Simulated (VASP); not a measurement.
# VASP 6.6.1 run: PbS

INCAR

```
SIGMA = 0.02
IBRION = -1
NSW = 0
ENCUT = 520
ISIF = 2
LASPH = .TRUE.
NELECT = 19
ISMEAR = -1
LREAL = .FALSE.
EDIFF = 1E-7
NBANDS = 17
LWAVE = .FALSE.
PREC = Accurate
NELM = 120
GGA = PE
IVDW = 21
LCHARG = .FALSE.
```

KPOINTS

```
KPOINTS created by Atomic Simulation Environment
0
Gamma
8 8 8
0 0 0
```

POSCAR

```
Pb S
 1.0000000000000000
     0.0000000000000000    2.8976156958999999    3.0101436214000001
     2.8976156958999999    0.0000000000000000    3.0101436214000001
     2.8976156958999999    2.8976156958999999    0.0000000000000000
 Pb  S
   1   1
Cartesian
  0.0000000000000000  0.0000000000000000  0.0000000000000000
  2.8976156958999999  2.8976156958999999  3.0101436214000001
```

The recommended PBE PAW datasets give the neutral cell 20 valence electrons.

Command

```
mpirun -np 1 vasp_std
```

Question: Predict the outcome of this run.

Answer: It converged. Results: pressure -36.5 GPa.

OSZICAR

```
N       E                     dE             d eps       ncg     rms          rms(c)
DAV:   1     0.143287706190E+03    0.14329E+03   -0.88081E+03  2014   0.114E+03
DAV:   2    -0.307459028104E+01   -0.14636E+03   -0.14004E+03  2229   0.305E+02
DAV:   3    -0.135406166045E+02   -0.10466E+02   -0.10260E+02  2634   0.861E+01
DAV:   4    -0.138095229235E+02   -0.26891E+00   -0.26811E+00  2610   0.148E+01
DAV:   5    -0.138197527412E+02   -0.10230E-01   -0.10229E-01  3032   0.275E+00    0.417E+00
DAV:   6    -0.139002653065E+02   -0.80513E-01   -0.30674E-01  2545   0.795E+00    0.231E+00
DAV:   7    -0.138927044609E+02    0.75608E-02   -0.14030E-01  2999   0.220E+00    0.834E-01
DAV:   8    -0.138910014224E+02    0.17030E-02   -0.18799E-02  2824   0.124E+00    0.449E-01
DAV:   9    -0.138917506947E+02   -0.74927E-03   -0.22488E-03  2428   0.419E-01    0.117E-01
DAV:  10    -0.138917672940E+02   -0.16599E-04   -0.13502E-04  2970   0.137E-01    0.426E-02
DAV:  11    -0.138918094749E+02   -0.42181E-04   -0.61454E-05  2492   0.536E-02    0.600E-03
DAV:  12    -0.138918094841E+02   -0.91220E-08   -0.32755E-06  2713   0.226E-02    0.634E-03
DAV:  13    -0.138918096748E+02   -0.19075E-06   -0.10955E-06  2669   0.511E-03    0.142E-03
DAV:  14    -0.138918095643E+02    0.11054E-06   -0.88497E-08  1809   0.254E-03    0.318E-04
DAV:  15    -0.138918095625E+02    0.17669E-08   -0.14444E-08  1630   0.152E-03
   1 F= -.14187448E+02 E0= -.14186082E+02  d E =-.273323E-02
```

The cell is charged and sits in a uniform background.

For comparison, a separate PBE run of the intended cell, on usual settings and not on those above, gives a gap of 0.20 eV on its mesh and a pressure of 4.5 GPa.
